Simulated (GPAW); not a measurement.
Set up this calculation in GPAW 26.7.0, as an ASE script.

```
Task                : band structure
Functional          : RPBE
Potentials or basis : the program's PAW data sets (release 1.2.1) made for this functional
Cutoff              : 600 eV
Basis               : pw
k mesh              : 13 × 13 × 13
Occupations         : fermi-dirac, width 0.05 eV
Spin                : no spin polarisation
Maxiter             : 150
Band path           : GXWKGLUWLK,UX
Band points         : 100
```

Crystal: Cu.

```
CELL_PARAMETERS angstrom
0.00000 1.80750 1.80750
1.80750 0.00000 1.80750
1.80750 1.80750 0.00000
ATOMIC_POSITIONS crystal
Cu 0.00000 0.00000 0.00000
```

These files were run (other wordings do the same):

run.py

```python
from ase import Atoms
from ase.dft.bandgap import bandgap
from ase.io import write
from ase.units import GPa
from gpaw import GPAW, PW

atoms = Atoms(['Cu'],
              cell=[[0.0, 1.8075, 1.8075],
                    [1.8075, 0.0, 1.8075],
                    [1.8075, 1.8075, 0.0]],
              scaled_positions=[[0.0, 0.0, 0.0]],
              pbc=True)

calc = GPAW(mode=PW(600),
            xc='RPBE',
            kpts={'size': (13, 13, 13), 'gamma': True},
            occupations={'name': 'fermi-dirac', 'width': 0.05},
            nbands=14,
            convergence={'density': 1e-05, 'energy': 1e-05},
            maxiter=150,
            txt='gpaw.txt')
atoms.calc = calc
energy = atoms.get_potential_energy()
forces = atoms.get_forces()
stress = atoms.get_stress()
calc.write('gs.gpw')
write('result.traj', atoms)
print(f'Energy: {energy:.6f} eV')
print('Forces (eV/A):')
print(forces.round(4))
print('Stress (GPa):', (stress / GPa).round(3))
print('Fermi level:', round(calc.get_fermi_level(), 4), 'eV')
print(f'Gap: {bandgap(calc)[0]:.4f} eV, direct: {bandgap(calc, direct=True)[0]:.4f} eV')

path = atoms.cell.bandpath('GXWKGLUWLK,UX', npoints=100, eps=1e-4)
bs_calc = calc.fixed_density(kpts=path, symmetry='off', nbands=21,
                             convergence={'bands': 'CBM+6.0', 'eigenstates': 1e-6}, txt='bands.txt')
bs = bs_calc.band_structure()
bs.write('bs.json')
print(f'Gap on the path: {bandgap(bs_calc)[0]:.4f} eV')
```

Potentials or basis: the program's PAW data sets (release 1.2.1) made for this functional, pw.

The run is started by

```console
$ OMP_NUM_THREADS=1 python run.py
```

It gave:

```json
{
  "Pressure": "8.3 GPa",
  "Band gap along the path": "none (metal or under the smearing width)"
}
```

Caveat: with this Cu data set, volumes or pressures lay over 1.5 % or 2 GPa off other programs in two to four cells of ten.

It took 18 s on 1 thread of Arm Neoverse V1, with other jobs on the host, peak memory 0.18 GiB.
